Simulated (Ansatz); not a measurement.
# Honeycomb InSb monolayer in a perpendicular field, part 2 of 2

What dipole does a perpendicular field induce in the honeycomb InSb monolayer, and does the gap follow? A positive field points along +c.

Ansatz 0.2.0; plane-wave DFT, PBE-D3(BJ), Ansatz PAW.

So far. Step 2 (Relaxing the slab): The lattice constant a goes from 4.650 to 4.647 Å.

**3. Atoms held, field 0**

A sawtooth potential applies the field, turning back in the middle of the vacuum. With the dipole correction the typed value is the field outside the slab. The induced dipole is small, so the SCF threshold is tight.

The cell differs from the one that the last finished run ended in (c 32.550 → 18.774 Å).

input.yaml

```yaml
crystal:
  lattice:
    - [4.646673948, 0.0, 0.0]
    - [-2.323336974, 4.0241376821, 0.0]
    - [0.0, 0.0, 18.7743366417]
  atoms:
    - { symbol: Sb, position: [0.6666666667, 0.3333333333, 0.4793777896] }
    - { symbol: In, position: [0.3333333333, 0.6666666667, 0.5206222104] }
kpoints:
  mp_grid: { grid: [12, 12, 1] }
  band_path:
    path: [[0, 0, 0], [0.5, 0, 0], [0.33333333, 0.33333333, 0], [0, 0, 0]]
    npoints: 16
hamiltonian:
  xc: pbe
  dispersion: d3bj
scf:
  occupations: { method: fermi_dirac, width: 0.02585 }
  convergence: { dr2_threshold: 1.0e-10 }
efield:
  axis: 3
  dipole_correction: true
  ramp_position: 0.97
  ramp_width: 0.06
  amplitude: 0
output:
  dos: { projected: true, e_range: [-6, 5] }
  write_potential: true
  write_density: true
  volumetric_format: npy
  elf: true
```

Run with:

```bash
> ansatz run input.yaml --threads 2 --pin off --max-ram 3072MiB --backend cpu --events-out ev --progress --plain --runs-dir out
```

Numbers of over 12 decimals in the logs are rounded to 6 here.

The program printed:

```text
[...]
Crystal: 2 atoms, lattice volume = 351.059 Å³
Basis set: ecut = 420 eV, 6849 PW (Γ)
Bands: 18, of which v1, the nominal top of the filled ones, is band 14 counted from 1 (13 counted from 0)
Symmetry: 6 space group operations
[...]
k-points: 19 of 144 (time reversal used)
[...]
SCF iter   1: F=—  HF=-12082.113464 eV  |F-HF|=—  |Δ(HF+E_count)|=         —  Δρ=1.20e-3  dr2=1.16e-2  ethr=1.77e-3  p=0.048 e·Å  D=2.45e-2 V/Å  ΔV_dip=-0.46 eV  dr2_dipole=1.55e-3  V_vac-E_F(+/−)=4.21/4.67 eV  ⟨swp⟩=8.1  Hψ=2104  notcnv=0
efield: sawtooth ramp at fractional position 0.9700 (set: `efield.ramp_position`, or a place that a band, a saddle search or an elastic batch's reference lends), width 0.0600; the density the first Hamiltonian is built on has a dipole p = 0.048 e·Å; the dipole correction subtracts the counter field D = 2.45e-2 V/Å, which shifts the + side's vacuum level by -0.46 eV against the − side's; the planar-averaged density in the ramp window peaks in size at 8.8e-6 e/Å³
[...]
SCF iter   2: F=—  HF=-12082.114424 eV  |F-HF|=—  |Δ(HF+E_count)|=   9.61e-4  Δρ=7.86e-4  dr2=7.61e-3  ethr=4.16e-5  p=0.078 e·Å  D=4.01e-2 V/Å  ΔV_dip=-0.75 eV  dr2_dipole=9.17e-4  V_vac-E_F(+/−)=4.03/4.78 eV  ⟨swp⟩=3.3  Hψ=808  notcnv=0
[...]
SCF iter  10: F=-12082.115032 eV  HF=-12082.115032 eV  |F-HF|=1.27e-11  |Δ(HF+E_count)|=  7.80e-10  Δρ=9.83e-8  dr2=2.82e-11  ethr=1.00e-12  p=0.073 e·Å  D=3.74e-2 V/Å  ΔV_dip=-0.70 eV  dr2_dipole=4.72e-13  V_vac-E_F(+/−)=4.03/4.73 eV  ⟨swp⟩=5.1  Hψ=1157  notcnv=0
SCF 1 converged in 10 iterations: F = -12082.115032 eV  dr2 = 2.82e-11
[...]
NSCF: frozen V_eff on 49 k-points
efield: sawtooth ramp at fractional position 0.9700 (kept from the solve that this one continues, or follows in the run), width 0.0600; the density the first Hamiltonian is built on has a dipole p = 0.073 e·Å; the dipole correction subtracts the counter field D = 3.74e-2 V/Å, which shifts the + side's vacuum level by -0.70 eV against the − side's; the planar-averaged density in the ramp window peaks in size at 6.3e-8 e/Å³
WARN: The output density's exchange-correlation potential varies sharply where the density is thin. Do not read a vacuum level from v_tot or v_xc, or from such a field of the output density. On a cell that repeats whose density bears no net charge and no dipole along the vacuum's axis use v_es (v_loc + v_h of the components); under efield.dipole_correction with no amplitude use v_es + v_field, which holds any externa [...]
SCF converged after 10 iterations
Free energy (F): -12082.115032 eV
[...]
Internal energy: -12082.115032 eV  (E = F + TS)
E sigma→0 (E₀):  -12082.115032 eV
Fermi energy:    -2.119372 eV
Dipole field:    D = 0.037386 V/Å  (p = 0.072532 e·Å, saw-weighted, corrected)
Work function:   Φ+ = 4.0306 eV   Φ− = 4.7325 eV
Levels:          The Fermi level and band energies are counted from a zero that moves with the ramp; work functions are not
[...]
--- Band table (eV; the first three rows and the last of 19) ---
  k-point 0: bands = [... 10 lower, -11.8119, -4.8260, -2.5090, -2.5090, -1.7499, 0.3191, 1.6183, 1.6183]
  k-point 1: bands = [... 10 lower, -11.7605, -4.9014, -3.0997, -2.6187, -1.1319, 0.3625, 1.5021, 1.8230]
  k-point 2: bands = [... 10 lower, -11.6103, -5.2701, -3.5892, -2.8819, -0.5897, 0.4186, 1.5570, 2.2632]
  k-point 18: bands = [... 10 lower, -10.5148, -7.5720, -4.8794, -2.5915, -1.2116, 1.9892, 2.7078, 3.1958]
```

Run time: 14 s. Hardware: 2 threads of Arm Neoverse V1, shared host; peak memory 0.54 GiB.

The column dr2 measures how far the density is from self-consistency, as an energy; F and HF (Harris–Foulkes) agree once it is small.

Numbers from this step:

```
dipole along the normal            : 0.07253 e·Å
gap along the path                 : 0.7591 eV
smallest direct gap along the path : 0.7591 eV
step between the vacuum levels     : -0.7019 eV
ionisation energy, upper face      : 4.420 eV
electron affinity, upper face      : 3.661 eV
ionisation energy, lower face      : 5.122 eV
gap, the smaller of path and mesh  : 0.7591 eV
```

Running mean over a fixed 2.8 Å (it still follows the layers) of the planar mean; the ramp of the sawtooth is left out. Electron's electrostatic potential energy less the Fermi level against z:

| z (Å) | electron's electrostatic potential energy less the Fermi level (eV) |
| --- | --- |
| 3.0 | 4.73 |
| 3.5 | 4.73 |
| 4.0 | 4.73 |
| 4.5 | 4.73 |
| 5.0 | 4.73 |
| 5.5 | 4.71 |
| 6.0 | 4.65 |
| 6.5 | 4.43 |
| 7.0 | 3.70 |
| 7.5 | 2.24 |
| 8.0 | 0.0840 |
| 8.5 | -2.19 |
| 9.0 | -3.65 |
| 9.5 | -3.99 |
| 10.0 | -3.23 |
| 10.5 | -1.63 |
| 11.0 | 0.569 |
| 11.5 | 2.49 |
| 12.0 | 3.56 |
| 12.5 | 3.89 |
| 13.0 | 3.99 |
| 13.5 | 4.02 |
| 14.0 | 4.03 |
| 14.5 | 4.03 |
| 15.0 | 4.03 |
| 15.5 | 4.03 |

The density of states has structure finer than the step of the table below, so its rows give means over 0.2 eV, whole bins alone (the curve runs from -6 to 2.35 eV). Peaks (eV: height): -5.39: 3.68, -5.31: 4.11, -1.48: 7.60, -0.87: 3.20, 1.00: 6.94, 1.58: 2.71, 1.77: 2.93.

The density of states by energy, zero at the Fermi level of the run, which the smearing sets inside the gap; means over each step:

energy (eV), density of states (states/eV a cell) and a bar:
```
     -5.6       0.00 
     -5.4       1.82 ##################
     -5.2       1.84 ##################
     -5.0       1.03 ##########
     -4.8       0.80 ########
     -4.6       0.64 ######
     -4.4       0.58 ######
     -4.2       0.50 #####
     -4.0       0.44 ####
     -3.8       0.42 ####
     -3.6       0.39 ####
     -3.4       0.37 ####
     -3.2       0.35 ###
     -3.0       0.42 ####
     -2.8       0.52 #####
     -2.6       0.71 #######
     -2.4       0.77 ########
     -2.2       0.86 ########
     -2.0       0.94 #########
     -1.8       1.22 ############
     -1.6       2.22 ######################
     -1.4       2.65 ##########################
     -1.2       3.04 ##############################
     -1.0       2.89 #############################
     -0.8       2.53 #########################
     -0.6       1.69 #################
     -0.4       0.25 ##
     -0.2       0.00 
      0.0       0.00 
      0.2       0.00 
      0.4       0.01 
      0.6       0.05 
      0.8       0.11 #
      1.0       3.01 ##############################
      1.2       2.05 ####################
      1.4       1.71 #################
      1.6       2.34 #######################
      1.8       0.85 ########
      2.0       0.37 ####
      2.2       1.10 ###########
```

Projected DOS per atom over height of the atomic layer and energy from the Fermi level. Layers: Sb In from below.

Ten even steps from '0' (0.00 states/eV) to '9' (1.95 states/eV), each cell a mean:
```
13
22
44
47
00
00
00
30
93
84
74
21
21
11
01
01
11
11
11
23
23
00
```
Columns: height of the atomic layer (Å) from 9 to 9.77; rows upwards: energy from the Fermi level (eV) from -5.96 to 2.32.

The electronic bands at the labelled points (eV, zero at the Fermi level of the run, which the smearing sets inside the gap):

| point | band 12 | band 13 | band 14 | band 15 | band 16 | band 17 | band 18 |
| --- | --- | --- | --- | --- | --- | --- | --- |
| Γ | -2.71 | -0.39 | -0.39 | 0.37 | 2.44 | 3.74 | 3.74 |
| halfway | -3.85 | -1.50 | -1.06 | 1.55 | 2.44 | 4.06 | 4.71 |
| M | -5.36 | -1.55 | -0.92 | 0.90 | 1.95 | 4.85 | 5.66 |
| halfway | -5.38 | -2.29 | -0.67 | 0.99 | 3.04 | 4.58 | 5.34 |
| K | -5.45 | -2.76 | -0.47 | 0.91 | 4.11 | 4.83 | 5.32 |
| halfway | -4.14 | -1.55 | -1.36 | 1.79 | 3.02 | 3.62 | 4.64 |
| Γ | -2.71 | -0.39 | -0.39 | 0.37 | 2.44 | 3.74 | 3.74 |

The electronic bands as a text plot (rows in eV, shown from -5.5 to 3.7 only):

```
    3.5 |+++++++                                +++ +++++++++++++
    3.2 |                          ++              +++
    2.8 |                         +                   ++++
    2.4 |+++++++++++++          ++                        +++++++
    2.0 |             ++++++++++                      +
    1.6 |      ++++++                            +++++ +++++
    1.2 |   +++      +++++                   ++++           +
    0.9 |  +              +++++++++++++++++++                ++
    0.5 |++                                                    ++
    0.1 |
   -0.3 |***                             *                     **
   -0.7 | *******              ********** ******          ******
   -1.0 |   *    ****   *******                 ****   ***  ***
   -1.4 |    ******************                     ********
   -1.8 |                      ***               ***
   -2.2 |                         **           **
   -2.6 |***                        ***********              ****
   -3.0 |   ****                                          ***
   -3.3 |       *                                      ***
   -3.7 |        ***                                  *
   -4.1 |           *                               **
   -4.5 |            ***                           *
   -4.9 |               *                       ***
   -5.3 |                ***********************
         Γ                   M           K                      Γ
```

ELF in the ca plane at fractional y = 0.333, with atoms of Sb within 0.2 Å of it. It is the smooth field of the valence electrons, not physical close to the nuclei.

Ten even steps from '0' (0.00) to '9' (0.79), each cell a mean:
```
00000000000000024677666765310000000000000000
00000000000000147996434576421000000000000000
00000000000001258984001466421000000000000000
00000000000001268984001466421000000000000000
00000000000000247985323566421000000000000000
00000000000000125787656765320000000000000000
00000000000000001345666554310000000000000000
00000000000000000011233443210000000000000000
00000000000000000001233343210000000000000000
00000000000000001234555544210000000000000000
```
Columns run along c (18.8 Å), rows up along a (4.6 Å). Atoms in or near the plane, at fractional coordinates: Sb at (0.48, 0.67).

Valence density in the ca plane at fractional y = 0.333, with atoms of Sb within 0.2 Å of it. It is the smooth field of the valence electrons, not physical close to the nuclei.

Ten steps, logarithmic in the rise over the least value, from '0' (0 e/Å³) to '9' (16 e/Å³), each cell a mean:
```
00000000000000000001222110000000000000000000
00000000000000000012453210000000000000000000
00000000000000000024897310000000000000000000
00000000000000000024897310000000000000000000
00000000000000000013564210000000000000000000
00000000000000000001222110000000000000000000
00000000000000000000111100000000000000000000
00000000000000000000011110000000000000000000
00000000000000000000011110000000000000000000
00000000000000000000111100000000000000000000
```
Columns run along c (18.8 Å), rows up along a (4.6 Å). Atoms in or near the plane, at fractional coordinates: Sb at (0.48, 0.67).

Electrostatic potential energy in the ca plane at fractional y = 0.333, with atoms of Sb within 0.2 Å of it. With pseudopotentials it is smooth inside the atoms' cores, unlike the true potential.

Ten even steps from '0' (-22 eV) to '9' (2 eV), each cell a mean:
```
99999999999999999998656899999999999999999999
99999999999999999984001589999999999999999999
99999999999999999960000279999999999999999999
99999999999999999960000179999999999999999999
99999999999999999972000489999999999999999999
99999999999999999997545799999999999999999999
99999999999999999999888889999999999999999999
99999999999999999999988889999999999999999999
99999999999999999999987789999999999999999999
99999999999999999999888889999999999999999999
```
Columns run along c (18.8 Å; values clipped at the 3rd and 97th percentile), rows up along a (4.6 Å). Atoms in or near the plane, at fractional coordinates: Sb at (0.48, 0.67).

The gap is 0.76 eV, with the valence edge 4.42 eV and the conduction edge 3.66 eV under the upper vacuum level. Spin-orbit coupling, left out in this run, matters for the bands of elements this heavy.

**4. Atoms held, field 0.1 V/Å**

Changes to input.yaml since step 3:

```diff
@@ -24,5 +24,4 @@
   ramp_width: 0.06
-  amplitude: 0
+  amplitude: 0.1
 output:
-  dos: { projected: true, e_range: [-6, 5] }
   write_potential: true
@@ -30,2 +29 @@
   volumetric_format: npy
-  elf: true
```

The program printed:

```text
[...]
Crystal: 2 atoms, lattice volume = 351.059 Å³
Basis set: ecut = 420 eV, 6849 PW (Γ)
Bands: 18, of which v1, the nominal top of the filled ones, is band 14 counted from 1 (13 counted from 0)
Symmetry: 6 space group operations
[...]
k-points: 19 of 144 (time reversal used)
[...]
--- Band table (eV; the first three rows and the last of 19) ---
  k-point 0: bands = [... 10 lower, -11.8126, -4.8215, -2.5104, -2.5104, -1.7586, 0.3673, 1.6183, 1.6183]
  k-point 1: bands = [... 10 lower, -11.7612, -4.8971, -3.1029, -2.6201, -1.1387, 0.4100, 1.4998, 1.8231]
  k-point 2: bands = [... 10 lower, -11.6110, -5.2673, -3.5915, -2.8832, -0.5941, 0.4564, 1.5605, 2.2669]
  k-point 18: bands = [... 10 lower, -10.5152, -7.5724, -4.8806, -2.5960, -1.2003, 2.0011, 2.7065, 3.2194]
[key lines of the parts left out:]
SCF converged after 11 iterations
Free energy (F): -12082.124162 eV
Fermi energy:    -2.124514 eV
Dipole field:    D = 0.056740 V/Å  (p = 0.110079 e·Å, saw-weighted, corrected)
```

Elapsed: 14 s, on 2 threads; peak memory 0.53 GiB; 27 s of CPU time.

The dipole is 0.110 e·Å, 0.0375 e·Å from its value without field, and the gap 0.752 eV.

**5. Atoms held, field -0.1 V/Å**

Changes to input.yaml since step 4:

```diff
@@ -24,3 +24,3 @@
   ramp_width: 0.06
-  amplitude: 0.1
+  amplitude: -0.1
 output:
```

The program printed:

```text
[...]
Crystal: 2 atoms, lattice volume = 351.059 Å³
Basis set: ecut = 420 eV, 6849 PW (Γ)
Bands: 18, of which v1, the nominal top of the filled ones, is band 14 counted from 1 (13 counted from 0)
Symmetry: 6 space group operations
[...]
k-points: 19 of 144 (time reversal used)
[...]
--- Band table (eV; the first three rows and the last of 19) ---
  k-point 0: bands = [... 10 lower, -11.8130, -4.8324, -2.5093, -2.5093, -1.7433, 0.2566, 1.6165, 1.6165]
  k-point 1: bands = [... 10 lower, -11.7616, -4.9076, -3.0984, -2.6191, -1.1271, 0.3018, 1.4969, 1.7767]
  k-point 2: bands = [... 10 lower, -11.6114, -5.2747, -3.5889, -2.8824, -0.5877, 0.3713, 1.5291, 1.9654]
  k-point 18: bands = [... 10 lower, -10.5162, -7.5734, -4.8799, -2.5890, -1.2248, 1.9722, 2.7064, 3.1593]
[key lines of the parts left out:]
SCF converged after 10 iterations
Free energy (F): -12082.109657 eV
Fermi energy:    -2.116188 eV
Dipole field:    D = 0.018008 V/Å  (p = 0.034937 e·Å, saw-weighted, corrected)
```

Elapsed: 14 s, on 2 threads; peak memory 0.52 GiB.

The dipole is 0.0349 e·Å, -0.0376 e·Å from its value without field, and the gap 0.766 eV.

**6. Response, atoms held**

This step: plane-wave DFT, PBE-D3(BJ), Ansatz PAW; response to a field along the normal, atoms held (Ansatz 0.2.0).

The dipoles give the slope, and the difference of two potentials shows where the field is screened.

This step gave:

| Quantity | Value |
| --- | --- |
| equivalent conductor thickness p/(ε₀AE) | 3.636 Å |
| distance between the outer atoms | 0.7743 Å |

Table of dipole of the cell by applied field:

| applied field (V/Å) | dipole of the cell (e·Å) |
| --- | --- |
| -0.1000 | 0.0349 |
| 0.0000 | 0.0725 |
| 0.1000 | 0.110 |

Local field over the applied field, running mean. From the potentials at -0.1 and 0.1 V/Å; running mean over 2.5 Å. The local field over applied field by z:

| z (Å) | local field over applied field |
| --- | --- |
| 4.5 | 0.996 |
| 5.0 | 0.989 |
| 5.5 | 0.972 |
| 6.0 | 0.931 |
| 6.5 | 0.845 |
| 7.0 | 0.703 |
| 7.5 | 0.527 |
| 8.0 | 0.355 |
| 8.5 | 0.205 |
| 9.0 | 0.0951 |
| 9.5 | 0.0679 |
| 10.0 | 0.136 |
| 10.5 | 0.265 |
| 11.0 | 0.430 |
| 11.5 | 0.614 |
| 12.0 | 0.782 |
| 12.5 | 0.894 |
| 13.0 | 0.954 |
| 13.5 | 0.981 |
| 14.0 | 0.993 |
| 14.5 | 0.997 |

Electrons, planar mean, per unit field. The induced electron density by z:

| z (Å) | induced electron density (e/Å³ per V/Å) |
| --- | --- |
| 4.5 | 1.7e-5 |
| 5.0 | 4.9e-5 |
| 5.5 | 1.4e-4 |
| 6.0 | 3.5e-4 |
| 6.5 | 8.5e-4 |
| 7.0 | 0.00183 |
| 7.5 | 0.00314 |
| 8.0 | 0.00317 |
| 8.5 | 8.8e-4 |
| 9.0 | 8.8e-6 |
| 9.5 | 3.4e-4 |
| 10.0 | -9.3e-5 |
| 10.5 | -0.00263 |
| 11.0 | -0.00355 |
| 11.5 | -0.00241 |
| 12.0 | -0.00123 |
| 12.5 | -5.5e-4 |
| 13.0 | -2.3e-4 |
| 13.5 | -9.2e-5 |
| 14.0 | -3.5e-5 |
| 14.5 | -1.2e-5 |

The smaller of the gaps on the path and on the k-mesh, counted as 0 under 0.03 eV. The gap by applied field:

| applied field (V/Å) | gap (eV) |
| --- | --- |
| -0.1000 | 0.766 |
| 0.0000 | 0.759 |
| 0.1000 | 0.752 |

By hand: between -0.1 and 0.1 V/Å the dipole changes by 0.07514 e·Å, a slope of 0.3757 e·Å²/V. A perfect conductor of thickness t has p = ε₀AEt, so t = 180.95 × 0.3757 / 18.699 = 3.64 Å (e/ε₀ = 180.95 V·Å, A in Å²).

The induced dipole is that of a conductor 3.64 Å thick.

**7. What came out**

| Item | Value |
| --- | --- |
| gap without field | 0.759 eV |
| ionisation energy, upper face | 4.42 eV |
| electron affinity, upper face | 3.66 eV |
| step between the vacuum levels | -0.702 eV |
| equivalent conductor thickness, atoms held | 3.64 Å |

What this shows: The induced dipole equals that of a perfect conductor 3.64 Å thick, while the outer atoms lie 0.77 Å apart; an out-of-plane ε follows only once a thickness t is chosen, by 1 − 1/ε = 3.64 Å / t. The two faces differ: the vacuum level above lies 0.70 eV lower than the one below. The gap stays within 0.01 eV of 0.76 eV over the fields run, up to 0.1 V/Å in size. Semilocal functionals give gaps that are too small, and excitons are not included. Spin-orbit coupling is left out, which matters for the bands of elements this heavy.

[Logs are printed without paths, hosts, clocks, repeated set-up lines and the standing remarks that a program may print on its own settings, such as how far it seeks lower states.]

[Hosts, paths, dates, database ids (printed as entryN), source tags and the programs' standing remarks are cut or masked in the printed files.]

[Maps of the electrostatic potential energy from Ansatz leave out the sawtooth potential of an applied field or a dipole correction, so their vacuum need not be flat; planar profiles and work functions include it.]

[The density of states shown here was stored with 400 of the rows of the run's finer table, so its peaks can read low, often by over a quarter, or be missed, and its means over a window can be off by a tenth or more.]
